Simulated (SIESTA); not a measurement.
Runs of SIESTA 5.4.2 on BaTiO3 (Barioperovskite). The structure is orthorhombic, space group Amm2 (No. 38). The conventional cell has a = 3.986 Å, b = 5.674 Å, c = 5.690 Å, α = 90.00°, β = 90.00°, γ = 90.00°. Ba (site symmetry mm2) is surrounded by 12 O at 2.77 to 2.92 Å. Around Ti (site symmetry mm2) lie 6 O at 1.93 to 2.09 Å. O (site symmetry m) has 2 Ti at 1.93 to 2.09 Å as nearest neighbours. O (site symmetry mm2) has 2 Ti at 2.00 Å as nearest neighbours. 

```csv
task,level,potentials or basis,k mesh,gap on the mesh (eV),pressure (GPa),V0 of scaled cells (Å³/atom),B0 (GPa),largest force (eV/Å)
band structure,PBEsol,"PseudoDojo 0.4 standard (PBEsol files), DZP (energy shift 0.003 Ry; two zetas on semicore shells; d shell added on Ba)",7 × 7 × 7,1.83,(b),-,-,0.26
equation of state,PBEsol,"PseudoDojo 0.4 standard (PBEsol files), DZP (energy shift 0.003 Ry; two zetas on semicore shells; d shell added on Ba)",5 × 5 × 5,-,-,12.74,178,-
equation of state,PBEsol,"PseudoDojo 0.4 standard (PBEsol files), DZP (energy shift 0.003 Ry; two zetas on semicore shells; d shell added on Ba)",7 × 7 × 7,-,-,12.74,178,-
equation of state,LDA,"PseudoDojo 0.4 standard (LDA files), DZP (energy shift 0.003 Ry; two zetas on semicore shells; d shell added on Ba)",5 × 5 × 5,-,-,12.41,193,-
band structure,BLYP,"PseudoDojo 0.4 standard (PBE files), DZP (energy shift 0.003 Ry; two zetas on semicore shells; d shell added on Ba)",7 × 7 × 7,1.91,10.6,-,-,0.24
band structure,LDA,"PseudoDojo 0.4 standard (LDA files), DZP (energy shift 0.003 Ry; two zetas on semicore shells; d shell added on Ba)",7 × 7 × 7,1.80,(a),-,-,0.28
```

Alike in all rows: no spin polarisation; cell as given; smearing fermi-dirac 0.05 eV; grid cutoff 800 Ry; energy shift 0.003 Ry.

**Question.** Fill in the values left out.

**Answer.** (a) -6.4; (b) -1.8.

Caveats: this set's barium file shifts pressures by up to 1 GPa against other sets; the basis of atomic orbitals isn't converged, which shifts pressures, moduli and gaps; spin-orbit coupling is left out, which moves the levels of the heavy elements (some runs); the cell was scaled at fixed shape and fractional positions, which overstates the stiffness of a crystal with free parameters, most of all of layers and chains (some runs); the potentials were made for another functional, which shifts forces and pressure (some runs).

A k mesh can miss the band edges, and the runs leave out spin-orbit coupling on Ba.

Not every run made on this cell is shown here.
